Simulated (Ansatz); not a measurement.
**AlGa₃N₄: checking dH/dP = V**

Level of theory: Ansatz, DFT PBEsol, scalar-relativistic, plane waves, PAW. Settings: 420 eV cutoff, 6×8×6 k-mesh, Gaussian smearing of 0.02 eV, no spin polarisation.

The relaxed crystal:

```xyz
8
Lattice="5.1424 0.0000 0.0001 0.0000 3.1650 0.0000 -0.0036 0.0000 5.4785" Properties=species:S:1:pos:R:3 pbc="T T T"
Al    0.0007    1.5825    3.6561
Ga    2.5654    1.5825    1.8349
Ga    2.5632    0.0000    4.5557
Ga    5.1410    0.0000    0.9105
N     0.6142    1.5825    1.8632
N     0.6020    0.0000    4.5273
N     3.1899    0.0000    0.9107
N     3.2436    1.5825    3.6559
```

Cell and atoms were relaxed at each target pressure within the start's symmetry (Pm), at zero temperature; other phases can be more stable under pressure. H = E + PV with P the target; E is the free energy at the smearing used, whose derivative the pressure is, per atom and counted from zero pressure.

| P (GPa) | V (Å³/atom) | E − E0 (meV) | H − H0 (meV) |
| --- | --- | --- | --- |
| 0 | 11.146 | 0.0 | 0.0 |
| 2 | 11.029 | 0.8 | 138.4 |
| 5 | 10.872 | 4.2 | 343.5 |
| 10 | 10.630 | 15.5 | 679.0 |
| 20 | 10.219 | 53.6 | 1329.3 |

Question: Thermodynamics gives dH/dP = V along a relaxed path. Integrate V over P by the trapezoid rule and compare with the computed enthalpies.

Answer: With 1 eV/Å³ = 160.22 GPa, each step adds the mean volume times ΔP / 160.22:
```csv
P (GPa),∫V dP (meV),H − H0 (meV),difference (meV)
2,138.4,138.4,0.0
5,343.4,343.5,-0.1
10,678.9,679.0,0.0
20,1329.6,1329.3,0.3
```

V(P) curves upward, so the trapezoid rule runs high; integrating a smooth curve through the same points (P as a polynomial of degree 4 in ln V) puts that excess at about 0.8 meV at 20 GPa, against the 0.3 meV found.

Question: At 20 GPa, how much of the enthalpy change is stored energy and how much is the PV term?

Answer: E rises by 54 meV/atom and PV is 20 × 10.219 / 160.22 = 1276 meV/atom, so PV makes 96 % of ΔH. So between rival structures at high pressure a small difference in volume can outweigh the difference in energy: 1 % of this volume is worth 12.8 meV/atom at this pressure.

Question: What bulk modulus do the lowest pressures give?

Answer: From the pressures that the runs reached, -2.03 GPa (11.267 Å³) and 2.06 GPa (11.029 Å³), B = −ΔP/Δln V = 4.09 / 0.0213 = 192 GPa, a mean over that range.

Question: The gap is 2.285 eV at -2.03 GPa and 2.431 eV at 2.06 GPa. What pressure coefficient and volume deformation potential follow?

Answer: dE_g/dP = 35.7 meV/GPa, and a_V = dE_g/d ln V = −B dE_g/dP = -6.84 eV. A gap that opens under pressure, with a_V of several eV below zero, is what an s-like antibonding conduction edge gives, since compression pushes it up. If the edges move to other points of the zone within the range, this is a mean of two slopes. Gaps are Kohn–Sham gaps over the whole zone.

The compression is elastically ordinary for a tetrahedral nitride: short, polar covalent metal-nitrogen bonds make the lattice stiff, and growing overlap repulsion makes it stiffer as the volume falls. Because the crystal starts at its energy minimum, stored energy grows roughly with the square of pressure while the PV term grows almost linearly. PV therefore dominates as long as the pressure is small beside the bulk modulus, as it still is at 20 GPa. The close match between integrated volume and enthalpy shows that energies and stresses are mutually consistent; it does not test the functional, whose errors would enter both sides alike.

The gaps themselves are too small, lying below even that of pure GaN in experiment, although alloying with aluminium should widen it. The likely cause is the semilocal functional, whose Kohn–Sham gap lacks the derivative discontinuity. The opening under pressure is probably more reliable than the absolute gap, since much of that error cancels between neighbouring volumes.
